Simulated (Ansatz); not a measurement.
Isolated molecules relaxed with PBE0-D4/def2-TZVP in Ansatz; ΔE leaves out vibrations. CBS: MP2 limit from def2 TZ/QZ plus the TZ coupled-cluster correction, frozen cores. Functionals use def2-TZVPP. B3LYP here is the variant with VWN-RPA as its local correlation; programs differ in this. HSE06 is defined as in plane-wave codes. For Br, Cu outer-core shells are correlated without core-valence functions, which leaves a few kJ/mol of doubt a bond. Scalar relativity is left out up to krypton. One conformer a species, not always the lowest.

Reaction (ligand exchange at a Cu–Br bond): `[Cu][Br]` + `CC(C)(C)O` → `CC(C)(C)[O][Cu]` + HBr

`[Cu][Br]`:

```xyz
2

Cu   -0.809    0.636   -0.399
Br    0.809   -0.636    0.399
```

`CC(C)(C)O`:

```xyz
15

C    -0.534   -0.969    0.923
C    -0.162    0.013   -0.180
C    -0.353    1.444    0.287
C     1.270   -0.217   -0.645
O    -1.055   -0.142   -1.282
H    -1.572   -0.819    1.226
H    -0.423   -2.001    0.575
H     0.107   -0.843    1.799
H    -1.389    1.607    0.587
H    -0.116    2.139   -0.521
H     0.296    1.663    1.138
H     1.981   -0.062    0.170
H     1.517    0.469   -1.457
H     1.399   -1.241   -1.009
H    -0.968   -1.041   -1.612
```

`CC(C)(C)[O][Cu]`:

Cartesian coordinates in Å:
```
C -0.925 0.987 0.451
C 0.104 0.069 -0.205
C 1.468 0.272 0.456
C -0.329 -1.386 -0.051
O 0.276 0.398 -1.553
Cu -1.124 0.283 -2.676
H -0.633 2.031 0.312
H -1.031 0.792 1.522
H -1.905 0.841 -0.019
H 2.209 -0.372 -0.022
H 1.434 0.038 1.523
H 1.788 1.309 0.333
H 0.388 -2.042 -0.549
H -0.409 -1.686 0.998
H -1.310 -1.533 -0.521
```

HBr:

```xyz
2

Br   -0.701    0.105   -0.039
H     0.701   -0.105    0.039
```

```tsv
level	ΔE (kJ/mol)	difference from CCSD(T)/CBS
LDA (SPW92)	129.8	-28.8
PBE-D4	132.0	-26.6
revPBE-D4	126.8	-31.8
BLYP-D4	121.6	-37.0
r2SCAN-D4	141.7	-16.9
B97M-V	137.2	-21.4
PBE0-D4	160.0	1.4
B3LYP-D4	146.8	-11.8
r2SCANh-D4	152.0	-6.6
r2SCAN0-D4	166.0	7.4
HSE06-D4	160.5	1.9
BHLYP-D4	174.8	16.2
CAM-B3LYP-D4	153.7	-4.9
ωB97X-V	159.7	1.1
ωB97M-V	160.8	2.2
B2PLYP	151.9	-6.7
PBE-QIDH	168.4	9.8
PBE	137.8	-20.8
revPBE	141.6	-17.0
BLYP	133.8	-24.8
PBE0	165.2	6.6
r2SCAN0	168.0	9.4
BHLYP	181.6	23.0
CAM-B3LYP	159.1	0.5
LC-ωPBE	162.6	4.0
HF/def2-SVP	204.3	45.7
MP2/def2-SVP	150.5	-8.1
CCSD/def2-SVP	154.1	-4.5
CCSD(T)/def2-SVP	147.3	-11.3
HF/def2-TZVPP	212.7	54.1
MP2/def2-TZVPP	150.8	-7.8
SCS-MP2/def2-TZVPP	154.0	-4.6
CCSD/def2-TZVPP	161.5	2.9
CCSD(T)/def2-TZVPP	151.7	-6.9
HF/def2-QZVPP	211.9	53.3
MP2/def2-QZVPP	154.4	-4.2
SCS-MP2/def2-QZVPP	157.5	-1.1
HF/CBS(def2)	211.8	53.2
MP2/CBS(def2)	157.6	-1.0
CCSD/CBS(def2)	168.4	9.8
CCSD(T)/CBS	158.6	0
```

Largest T1 diagnostic among the species: 0.029, so the coupled-cluster value is less sure than usual.

From r2SCAN to r2SCAN0 (25 % exact exchange), in def2-TZVPP and without D4, ΔE moves by +24.6 kJ/mol. At CCSD(T), def2-SVP lies −11.3 kJ/mol from the extrapolated value and def2-TZVPP −6.9 kJ/mol. The D4 term adds −9.2 kJ/mol with B3LYP and −5.1 kJ/mol with PBE0; it sums over pairs of atoms, weighted by their polarisabilities, and B3LYP, whose exchange is more repulsive, gets the larger term.

CCSD(T)/CBS has its own doubt, a few kJ/mol and more with outer-core shells, so smaller differences from it don't rank the levels.
